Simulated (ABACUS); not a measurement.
Crystal: ZnS.

```xyz
2
Lattice="-2.7020 0.0000 2.7020 0.0000 2.7020 2.7020 -2.7020 2.7020 0.0000" Properties=species:S:1:pos:R:3 pbc="T T T"
Zn   -1.3510    1.3510    1.3510
S     0.0000    0.0000    0.0000
```

* Program: ABACUS 3.10.1
* Task: relaxation of cell and atoms
* Functional: TPSS
* Potentials or basis: SG15 ONCV 1.2 PBE
* Cutoff: 1320 eV
* Density cutoff: 5279 eV
* Basis: plane waves
* k mesh: 6 × 6 × 6
* Occupations: fermi-dirac, width 0.05 eV
* Spin: no spin polarisation

At the start: pressure 2.4 GPa; volume 19.73 Å³/atom.

Q: How do energy, volume and symmetry change on relaxing?

A: Over 3 steps the energy falls by 4.8 meV/atom and the volume is 20.38 Å³/atom (+3.3 %); space group F-43m (No. 216, to 0.05 Å).

The path:
```
step  energy change (eV)  largest force (eV/Å)  pressure (GPa)  volume (Å³)
   1              0.0000                0.0000            2.42        39.45
   2             -0.0084                0.0000           -0.80        41.24
   3             -0.0096                0.0000            0.01        40.76
```

Final structure:
```
Zn S
1.0
    -2.73144    0.00000    2.73144
     0.00000    2.73144    2.73144
    -2.73144    2.73144    0.00000
Zn S
1 1
Direct
  0.25000 0.25000 0.25000
  0.00000 0.00000 0.00000
```

Caveat: the potentials were made for another functional, which shifts forces and pressure.
